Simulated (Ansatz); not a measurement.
## Clamped-ion strain scan in WC

All numbers below come from DFT PBE, scalar-relativistic, plane waves, PAW (Ansatz). The runs took a 420 eV cutoff, a Γ-centred 24×24×22 mesh and Gaussian smearing (0.15 eV). Spin–orbit coupling is left out, which can shift energies with elements as heavy as these. No spin polarisation. Energies are free energies at this smearing, counted from the undisturbed cell; pressure is positive in compression.

The starting cell (relaxed at this level):

```yaml
crystal:
  lattice:
    - [2.92177, 0.00000, 0.00000]
    - [-1.46089, 2.53033, 0.00000]
    - [0.00000, 0.00000, 2.84708]
  atoms:
    - { symbol: W, position: [0.00000, 0.00000, 0.00000] }
    - { symbol: C, position: [0.66667, 0.33333, 0.50000] }
```

The cell is strained by ε times the Voigt pattern (0, 1, 0, 0, 0, 0) (xx, yy, zz, yz, xz, xy; engineering shear) with fractional coordinates fixed. The cell is metallic on the mesh throughout.

| ε | ΔE (meV/atom) |
| --- | --- |
| -0.0400 | 41.1 |
| -0.0200 | 9.9 |
| 0.0000 | 0.0 |
| 0.0100 | 2.2 |
| 0.0300 | 19.5 |
| 0.0400 | 34.0 |

**Question.** Predict the pressure (GPa) at each point.

**Answer.**
```
      ε  pressure (GPa)
-0.0400            16.8
-0.0200             7.9
 0.0000             0.0
 0.0100            -3.5
 0.0300            -9.9
 0.0400           -12.8
```